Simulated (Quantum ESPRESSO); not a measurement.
# C (Fd-3m) in Quantum ESPRESSO: reference runs

Aim: a first look at C with PBE, on the cell as given and on a disturbed one, and energy against volume gives the equilibrium volume and stiffness.

Everything below comes from runs of Quantum ESPRESSO 7.5. Logs are shortened: lines on timing, memory, paths and dates and some standing lists are left out, and cuts for length are marked.

**Measured values to compare with.**

From “Equation of state of cubic boron nitride at high pressures and temperatures”, 2007, arxiv:cond-mat/0702656, for a bulk crystal of C: bulk modulus 442 ± 5 GPa.

How close the calculation comes is told below.

### Step 1. The crystal as given

The structure is cubic, space group Fd-3m (No. 227). Conventional cell: a = 3.567 Å, b = 3.567 Å, c = 3.567 Å, α = 90.00°, β = 90.00°, γ = 90.00°. Around C (site symmetry -43m) lie 4 C at 1.54 Å.

This isn't the form of C at room conditions, which is graphite.

### Step 2. Single point, PBE

pw.in reads:

```
&CONTROL
  calculation = 'scf'
  prefix = 'pwscf'
  outdir = './tmp'
  pseudo_dir = './pseudo'
  tprnfor = .true.
  tstress = .true.
  disk_io = 'nowf'
/
&SYSTEM
  ibrav = 0
  nat = 2
  ntyp = 1
  ecutwfc = 55
  ecutrho = 440
  nbnd = 9
  occupations = 'smearing'
  smearing = 'fd'
  degauss = 0.00367493
/
&ELECTRONS
  conv_thr = 4d-10
  electron_maxstep = 120
  mixing_beta = 0.5
/
ATOMIC_SPECIES
C     12.0110 C.pbe-n-kjpaw_psl.1.0.0.UPF
CELL_PARAMETERS angstrom
   0.0000000000    1.7833700000    1.7833700000
   1.7833700000    0.0000000000    1.7833700000
   1.7833700000    1.7833700000    0.0000000000
ATOMIC_POSITIONS crystal
C      0.7500000000    0.7500000000    0.7500000000
C      0.5000000000    0.5000000000    0.5000000000
K_POINTS automatic
13 13 13 0 0 0
```

Potentials or basis: SSSP 1.3 efficiency PBE.

Run with:

```
$ OMP_NUM_THREADS=1 pw.x -in pw.in > pw.out
```

pw.out:

```text
This program is part of the open-source Quantum ESPRESSO suite
     for quantum simulation of materials; please cite
         "P. Giannozzi et al., J. Phys.:Condens. Matter 21 395502 (2009);
         "P. Giannozzi et al., J. Phys.:Condens. Matter 29 465901 (2017);
         "P. Giannozzi et al., J. Chem. Phys. 152 154105 (2020);
     in publications or presentations arising from this work. More details at

     file C.pbe-n-kjpaw_psl.1.0.0.UPF: wavefunction(s)  2S 2P renormalized
     Message from routine setup:
     using ibrav=0 with symmetry is DISCOURAGED, use correct ibrav instead

     Subspace diagonalization in iterative solution of the eigenvalue problem:
     a serial algorithm will be used

     G-vector sticks info
     --------------------
     sticks:   dense  smooth     PW     G-vecs:    dense   smooth      PW
     Sum         685     349    121                11935     4279     869

     Using Slab Decomposition

     bravais-lattice index     =            0
     lattice parameter (alat)  =       4.7660  a.u.
     unit-cell volume          =      76.5510 (a.u.)^3
     number of atoms/cell      =            2
     number of atomic types    =            1
     number of electrons       =         8.00
     number of Kohn-Sham states=            9
     kinetic-energy cutoff     =      55.0000  Ry
     charge density cutoff     =     440.0000  Ry
     scf convergence threshold =      4.0E-10
     mixing beta               =       0.5000
     number of iterations used =            8  plain     mixing
     Exchange-correlation= SLA  PW   PBX  PBC
                           (   1   4   3   4   0   0   0)

     celldm(1)=   4.766014  celldm(2)=   0.000000  celldm(3)=   0.000000
     celldm(4)=   0.000000  celldm(5)=   0.000000  celldm(6)=   0.000000

     crystal axes: (cart. coord. in units of alat)
               a(1) = (   0.000000   0.707107   0.707107 )
               a(2) = (   0.707107   0.000000   0.707107 )
               a(3) = (   0.707107   0.707107   0.000000 )

     reciprocal axes: (cart. coord. in units 2 pi/alat)
               b(1) = ( -0.707107  0.707107  0.707107 )
               b(2) = (  0.707107 -0.707107  0.707107 )
               b(3) = (  0.707107  0.707107 -0.707107 )

     PseudoPot. # 1 for C  read from file:
     C.pbe-n-kjpaw_psl.1.0.0.UPF
     Pseudo is Projector augmented-wave + core cor, Zval =  4.0
     Generated using "atomic" code by A. Dal Corso  v.5.1
     Shape of augmentation charge: PSQ
     Using radial grid of 1073 points,  4 beta functions with:
                l(1) =   0
                l(2) =   0
                l(3) =   1
                l(4) =   1
     Q(r) pseudized with 0 coefficients

     atomic species   valence    mass     pseudopotential
     C                 4.00    12.01100     C ( 1.00)

     48 Sym. Ops., with inversion, found (24 have fractional translation)

   Cartesian axes

     site n.     atom                  positions (alat units)
         1        C      tau(   1) = (   1.0606602   1.0606602   1.0606602  )
         2        C      tau(   2) = (   0.7071068   0.7071068   0.7071068  )

     number of k points=    84  Fermi-Dirac smearing, width (Ry)=  0.0037
                       cart. coord. in units 2pi/alat
        k(    1) = (   0.0000000   0.0000000   0.0000000), wk =   0.0009103
        k(    2) = (   0.0543928   0.0543928  -0.0543928), wk =   0.0072827
        k(    3) = (   0.1087857   0.1087857  -0.1087857), wk =   0.0072827
        k(    4) = (   0.1631785   0.1631785  -0.1631785), wk =   0.0072827
        k(    5) = (   0.2175713   0.2175713  -0.2175713), wk =   0.0072827
        k(    6) = (   0.2719641   0.2719641  -0.2719641), wk =   0.0072827
[... 76 lines left out ...]
        k(   83) = (   0.0000000  -0.4351426   0.6527140), wk =   0.0218480
        k(   84) = (  -0.0543928  -0.3807498   0.7071068), wk =   0.0218480

     Dense  grid:    11935 G-vectors     FFT dimensions: (  32,  32,  32)

     Smooth grid:     4279 G-vectors     FFT dimensions: (  24,  24,  24)

[... 64 lines left out ...]

    -3.5259   1.7710   9.8019  10.7038  21.8541  21.9691  22.6797  28.8219
    34.4472

          k =-0.1632-0.2720 0.2720 (   531 PWs)   bands (ev):

    -4.9731   4.0842   9.9590  11.2402  21.5548  21.9908  22.4467  28.2570
    34.3237

          k =-0.1088-0.2176 0.2176 (   534 PWs)   bands (ev):

    -6.1831   6.6149  10.3460  11.9038  20.9049  21.8505  21.9595  27.6663
    34.2462

          k =-0.0544-0.1632 0.1632 (   534 PWs)   bands (ev):

    -7.0957   9.1784  10.9473  12.5877  20.0744  21.1176  21.3377  27.2534
    33.9185

          k = 0.0000-0.1088 0.1088 (   533 PWs)   bands (ev):

    -7.6922  11.3683  11.8242  13.0751  19.3971  20.1122  20.4511  26.9813
    33.3222

          k = 0.2176 0.0000 0.0000 (   532 PWs)   bands (ev):

    -7.2575  11.0377  11.0377  11.4115  18.3731  22.0041  22.0041  26.3081
    33.4079

          k = 0.2720 0.0544-0.0544 (   531 PWs)   bands (ev):

    -6.6633   9.1465  10.3173  11.0326  18.5805  23.0303  23.0723  25.6827
    33.2666

          k = 0.3264 0.1088-0.1088 (   532 PWs)   bands (ev):

    -5.7548   6.7680   9.7823  10.3816  19.3287  23.7134  23.8097  25.4594
    33.9650
[... 238 lines left out ...]
    -1.3181   3.0642   5.7959   7.1437  19.2342  21.4058  27.7267  29.0873
    34.7317

          k =-0.0544-0.4895 0.5983 (   521 PWs)   bands (ev):

     0.0006   1.9335   4.5518   7.3857  19.6840  23.5452  27.2942  28.6838
    32.9476

          k = 0.0000-0.4351 0.5439 (   520 PWs)   bands (ev):

    -0.2066   2.1729   3.9802   7.9262  20.2052  25.9412  26.4179  27.9395
    31.3097

          k =-0.0544-0.5983 0.7071 (   522 PWs)   bands (ev):

    -0.4567   1.9318   6.6148   6.7097  18.6909  19.4129  29.3296  29.7455
    36.0033

          k = 0.0000-0.5439 0.6527 (   524 PWs)   bands (ev):

     0.7765   1.0119   5.3966   6.8770  19.2424  20.9409  28.8780  29.2611
    34.5991

          k = 0.4351 0.2176 0.0000 (   527 PWs)   bands (ev):

    -3.8757   5.2882   6.5403   9.1567  20.6652  23.4956  24.7174  26.7727
    34.9796

          k =-0.2176-0.4351 0.6527 (   525 PWs)   bands (ev):

    -2.5389   3.5526   6.0124   8.3898  21.6524  23.2125  25.3554  27.6867
    33.0763

          k =-0.1632-0.3807 0.5983 (   532 PWs)   bands (ev):

    -1.1587   1.8099   5.9567   7.8882  21.9485  23.2048  26.6776  27.8302
    31.5861

          k =-0.1632-0.4895 0.7071 (   520 PWs)   bands (ev):

    -2.0685   3.8870   5.8219   7.2215  20.6358  22.5583  25.7478  28.6204
    34.1983

          k =-0.1088-0.4351 0.6527 (   522 PWs)   bands (ev):

    -0.6862   2.6026   5.1217   6.7145  21.5338  23.7338  25.5231  28.3802
    33.0182

          k =-0.0544-0.3807 0.5983 (   524 PWs)   bands (ev):

    -0.0414   1.9923   4.6240   6.8810  21.9570  24.4946  26.4819  26.9650
    32.2338

          k = 0.0000-0.3264 0.5439 (   521 PWs)   bands (ev):

    -1.2003   3.0589   4.6741   7.5144  22.4658  23.4414  25.7504  28.1052
    31.9822

          k =-0.0544-0.4895 0.7071 (   517 PWs)   bands (ev):

    -0.0054   2.1033   5.5822   5.9699  20.8924  21.5189  27.4539  28.7842
    34.6529

          k = 0.0000-0.4351 0.6527 (   519 PWs)   bands (ev):

     0.8852   1.5420   4.5870   6.1479  21.4988  23.6014  26.8182  27.3891
    33.7488

          k =-0.0544-0.3807 0.7071 (   520 PWs)   bands (ev):

     0.5695   2.0192   4.7013   5.6809  23.5620  23.6450  25.4502  26.7503
    33.7377

     the Fermi energy is    15.4807 ev

!    total energy              =     -36.86730437 Ry
     total all-electron energy =      -152.395500 Ry
     estimated scf accuracy    <          5.1E-11 Ry
     smearing contrib. (-TS)   =       0.00000000 Ry
     internal energy E=F+TS    =     -36.86730437 Ry

     The total energy is F=E-TS. E is the sum of the following terms:
     one-electron contribution =       8.46916923 Ry
     hartree contribution      =       1.94020033 Ry
     xc contribution           =      -9.37638416 Ry
     ewald contribution        =     -25.57468850 Ry
     one-center paw contrib.   =     -12.32560127 Ry

     convergence has been achieved in   7 iterations

     Forces acting on atoms (cartesian axes, Ry/au):

     atom    1 type  1   force =     0.00000000    0.00000000    0.00000000
     atom    2 type  1   force =     0.00000000    0.00000000    0.00000000

     Total force =     0.000000     Total SCF correction =     0.000000

     Computing stress (Cartesian axis) and pressure

          total   stress  (Ry/bohr**3)                   (kbar)     P=       19.40
   0.00013190   0.00000000   0.00000000           19.40        0.00        0.00
   0.00000000   0.00013190   0.00000000            0.00       19.40        0.00
   0.00000000   0.00000000   0.00013190            0.00        0.00       19.40

=------------------------------------------------------------------------------=
   JOB DONE.
=------------------------------------------------------------------------------=
```

Run time: 6 s. Hardware: 1 thread of Intel Xeon Platinum 8488C (Sapphire Rapids), shared host; peak memory 0.06 GiB.

Results:

```
Free energy            : -501.6052 eV
Pressure               : 1.9 GPa
Band gap on the k mesh : 4.16 eV, indirect (least direct gap 5.60 eV)
```

Levels at points of the mesh, in eV from the valence-band top:
```tsv
k point	band 1	band 2	band 3	band 4	band 5	band 6	band 7	band 8
(0.00, 0.00, 0.00)	-21.48	0.00	0.00	0.00	5.60	5.60	5.60	13.33
```

Caveat: an odd mesh through Γ misses points on the zone boundary, where band edges often lie.

### Step 3. Single point, PBE (atoms moved at random, drawn with an rms of 0.05 Å)

pw.in, as its differences from that of step 2:

```diff
@@ -32,4 +32,4 @@
 ATOMIC_POSITIONS crystal
-C      0.7500000000    0.7500000000    0.7500000000
-C      0.5000000000    0.5000000000    0.5000000000
+C      0.7477760000    0.7530630000    0.7541630000
+C      0.4892810000    0.4986030000    0.4935990000
 K_POINTS automatic
```

Potentials or basis: SSSP 1.3 efficiency PBE.

Run with:

```
$ OMP_NUM_THREADS=1 pw.x -in pw.in > pw.out
```

Run time: 63 s. Hardware: 1 thread of Intel Xeon Platinum 8488C (Sapphire Rapids), shared host; peak memory 0.14 GiB.

Results (log left out):

- Free energy: -501.5632 eV
- Pressure: 2.7 GPa
- Largest force: 1.661 eV/Å
- Band gap on the k mesh: 3.25 eV, indirect (least direct gap 3.99 eV)

Forces in eV/Å, atoms in the order of the input:
```
C   -0.897 -1.182 -0.746
C    0.897  1.182  0.746
```

Stress tensor (GPa, compression positive):
```
 2.74 -0.35 -1.00
-0.35  2.63 -0.59
-1.00 -0.59  2.78
```

Levels at points of the mesh, in eV from the valence-band top:
```csv
k point,band 2,band 3,band 4,band 5,band 6,band 7
"(0.00, 0.00, 0.00)",-1.39,-1.19,0.00,3.99,5.00,5.19
```

Caveat: an odd mesh through Γ misses points on the zone boundary, where band edges often lie.

### Step 4. Single point, PBE, 5.33 Å³/atom

pw.in, as its differences from that of step 3:

```diff
@@ -28,8 +28,8 @@
 CELL_PARAMETERS angstrom
-   0.0000000000    1.7833700000    1.7833700000
-   1.7833700000    0.0000000000    1.7833700000
-   1.7833700000    1.7833700000    0.0000000000
+   0.0000000000    1.7469644787    1.7469644787
+   1.7469644787    0.0000000000    1.7469644787
+   1.7469644787    1.7469644787    0.0000000000
 ATOMIC_POSITIONS crystal
-C      0.7477760000    0.7530630000    0.7541630000
-C      0.4892810000    0.4986030000    0.4935990000
+C      0.7500000000    0.7500000000    0.7500000000
+C      0.5000000000    0.5000000000    0.5000000000
 K_POINTS automatic
```

Run with:

```
$ OMP_NUM_THREADS=1 pw.x -in pw.in > pw.out
```

It took 5.7 s on 1 thread of Intel Xeon Platinum 8488C (Sapphire Rapids), shared host; peak memory 0.06 GiB.

Results (log left out):

* Free energy: -501.5334 eV
* Pressure: 32.6 GPa
* Band gap on the k mesh: 4.29 eV, indirect (least direct gap 5.78 eV)

Caveat: an odd mesh through Γ misses points on the zone boundary, where band edges often lie.

### Step 5. Single point, PBE, 5.44 Å³/atom

pw.in, as its differences from that of step 4:

```diff
@@ -28,5 +28,5 @@
 CELL_PARAMETERS angstrom
-   0.0000000000    1.7469644787    1.7469644787
-   1.7469644787    0.0000000000    1.7469644787
-   1.7469644787    1.7469644787    0.0000000000
+   0.0000000000    1.7592674508    1.7592674508
+   1.7592674508    0.0000000000    1.7592674508
+   1.7592674508    1.7592674508    0.0000000000
 ATOMIC_POSITIONS crystal
```

Run with:

```
$ OMP_NUM_THREADS=1 pw.x -in pw.in > pw.out
```

It took 5.4 s on 1 thread of Intel Xeon Platinum 8488C (Sapphire Rapids), shared host; peak memory 0.06 GiB.

The run converged. Its results:

* Free energy: -501.5720 eV
* Pressure: 21.4 GPa
* Band gap on the k mesh: 4.25 eV, indirect (least direct gap 5.72 eV)

Caveat: an odd mesh through Γ misses points on the zone boundary, where band edges often lie.

### Step 6. Single point, PBE, 5.56 Å³/atom

pw.in, as its differences from that of step 5:

```diff
@@ -28,5 +28,5 @@
 CELL_PARAMETERS angstrom
-   0.0000000000    1.7592674508    1.7592674508
-   1.7592674508    0.0000000000    1.7592674508
-   1.7592674508    1.7592674508    0.0000000000
+   0.0000000000    1.7714007132    1.7714007132
+   1.7714007132    0.0000000000    1.7714007132
+   1.7714007132    1.7714007132    0.0000000000
 ATOMIC_POSITIONS crystal
```

Potentials or basis: SSSP 1.3 efficiency PBE.

Run with:

```
$ OMP_NUM_THREADS=1 pw.x -in pw.in > pw.out
```

Run time: 5.8 s. Hardware: 1 thread of Intel Xeon Platinum 8488C (Sapphire Rapids), shared host; peak memory 0.06 GiB.

Results (log left out):

```
Free energy            : -501.5955 eV
Pressure               : 11.2 GPa
Band gap on the k mesh : 4.20 eV, indirect (least direct gap 5.66 eV)
```

Caveat: an odd mesh through Γ misses points on the zone boundary, where band edges often lie.

### Step 7. Single point, PBE, 5.67 Å³/atom

pw.in, as its differences from that of step 6:

```diff
@@ -28,5 +28,5 @@
 CELL_PARAMETERS angstrom
-   0.0000000000    1.7714007132    1.7714007132
-   1.7714007132    0.0000000000    1.7714007132
-   1.7714007132    1.7714007132    0.0000000000
+   0.0000000000    1.7833700000    1.7833700000
+   1.7833700000    0.0000000000    1.7833700000
+   1.7833700000    1.7833700000    0.0000000000
 ATOMIC_POSITIONS crystal
```

Run with:

```
$ OMP_NUM_THREADS=1 pw.x -in pw.in > pw.out
```

Wall time 5.6 s (1 thread of Intel Xeon Platinum 8488C (Sapphire Rapids), shared host); peak memory 0.06 GiB.

Results (log left out):

* Free energy: -501.6052 eV
* Pressure: 1.9 GPa
* Band gap on the k mesh: 4.16 eV, indirect (least direct gap 5.60 eV)

Caveat: an odd mesh through Γ misses points on the zone boundary, where band edges often lie.

### Step 8. Single point, PBE, 5.79 Å³/atom

pw.in, as its differences from that of step 7:

```diff
@@ -28,5 +28,5 @@
 CELL_PARAMETERS angstrom
-   0.0000000000    1.7833700000    1.7833700000
-   1.7833700000    0.0000000000    1.7833700000
-   1.7833700000    1.7833700000    0.0000000000
+   0.0000000000    1.7951807415    1.7951807415
+   1.7951807415    0.0000000000    1.7951807415
+   1.7951807415    1.7951807415    0.0000000000
 ATOMIC_POSITIONS crystal
```

Run with:

```
$ OMP_NUM_THREADS=1 pw.x -in pw.in > pw.out
```

It took 6.2 s on 1 thread of Intel Xeon Platinum 8488C (Sapphire Rapids), shared host; peak memory 0.06 GiB.

It converged, with:

```yaml
Free_energy: -501.6024 eV
Pressure: -6.5 GPa
Band_gap_on_the_k_mesh: 4.11 eV, indirect (least direct gap 5.55 eV)
```

Caveat: an odd mesh through Γ misses points on the zone boundary, where band edges often lie.

### Step 9. Single point, PBE, 5.90 Å³/atom

pw.in, as its differences from that of step 8:

```diff
@@ -28,5 +28,5 @@
 CELL_PARAMETERS angstrom
-   0.0000000000    1.7951807415    1.7951807415
-   1.7951807415    0.0000000000    1.7951807415
-   1.7951807415    1.7951807415    0.0000000000
+   0.0000000000    1.8068380860    1.8068380860
+   1.8068380860    0.0000000000    1.8068380860
+   1.8068380860    1.8068380860    0.0000000000
 ATOMIC_POSITIONS crystal
```

Potentials or basis: SSSP 1.3 efficiency PBE.

Run with:

```
$ OMP_NUM_THREADS=1 pw.x -in pw.in > pw.out
```

It took 7.2 s on 1 thread of Intel Xeon Platinum 8488C (Sapphire Rapids), shared host; peak memory 0.06 GiB.

The run converged. Its results:

* Free energy: -501.5882 eV
* Pressure: -14.2 GPa
* Band gap on the k mesh: 4.07 eV, indirect (least direct gap 5.49 eV)

Caveat: an odd mesh through Γ misses points on the zone boundary, where band edges often lie.

### Step 10. Single point, PBE, 6.01 Å³/atom

pw.in, as its differences from that of step 9:

```diff
@@ -28,5 +28,5 @@
 CELL_PARAMETERS angstrom
-   0.0000000000    1.8068380860    1.8068380860
-   1.8068380860    0.0000000000    1.8068380860
-   1.8068380860    1.8068380860    0.0000000000
+   0.0000000000    1.8183469191    1.8183469191
+   1.8183469191    0.0000000000    1.8183469191
+   1.8183469191    1.8183469191    0.0000000000
 ATOMIC_POSITIONS crystal
```

Run with:

```
$ OMP_NUM_THREADS=1 pw.x -in pw.in > pw.out
```

Wall time 6.7 s (1 thread of Intel Xeon Platinum 8488C (Sapphire Rapids), shared host); peak memory 0.06 GiB.

It converged, with:

| Quantity | Value |
| --- | --- |
| Free energy | -501.5636 eV |
| Pressure | -21.2 GPa |
| Band gap on the k mesh | 4.03 eV, indirect (least direct gap 5.44 eV) |

Caveat: an odd mesh through Γ misses points on the zone boundary, where band edges often lie.

### Step 11. Equation of state, PBE

Potentials or basis: SSSP 1.3 efficiency PBE.

No new run: the results of the series are fitted here.

What came out:

- Equilibrium volume: 5.70 Å³/atom
- Bulk modulus: 434 GPa
- Pressure derivative of the bulk modulus: 3.7

Energy against volume, from the lowest point:
```
volume (Å³/atom)  energy (meV/atom)
           5.332              35.90
           5.445              16.61
           5.558               4.86
           5.672               0.00
           5.785               1.39
           5.899               8.51
           6.012              20.82
```

### Step 12. Overview

| task | cell | gap on the mesh (eV) | pressure (GPa) |
| --- | --- | --- | --- |
| single point | as given | 4.16 | 1.9 |
| single point | atoms moved at random, drawn with an rms of 0.05 Å | 3.25 | 2.7 |
| equation of state | as given | - | - |

Alike in all rows: level PBE; potentials or basis SSSP 1.3 efficiency PBE; no spin polarisation; k mesh 13 × 13 × 13; cutoff (eV) 748; smearing fermi-dirac 0.05 eV.

Caveats: an odd mesh through Γ misses points on the zone boundary, where band edges often lie (some runs).

Absolute energies hang on the potentials; compare differences alone.

### Step 13. How close it comes

Step 11. A measured bulk modulus of C is 442 GPa (quoted in “Equation of state of cubic boron nitride at high pressures and temperatures”, 2007, arxiv:cond-mat/0702656); the calculated 434 GPa misses it by -1.9 %. 3 values of this kind are on record (442 to 444.8 GPa); this one was drawn at random among those near their median, those with a stated uncertainty first. The fit is for a static lattice scaled at fixed shape and fixed fractional positions. The cell as given is a measured one (5.67 Å³/atom); PBE puts the equilibrium volume +0.5 % from it, thermal expansion not counted.
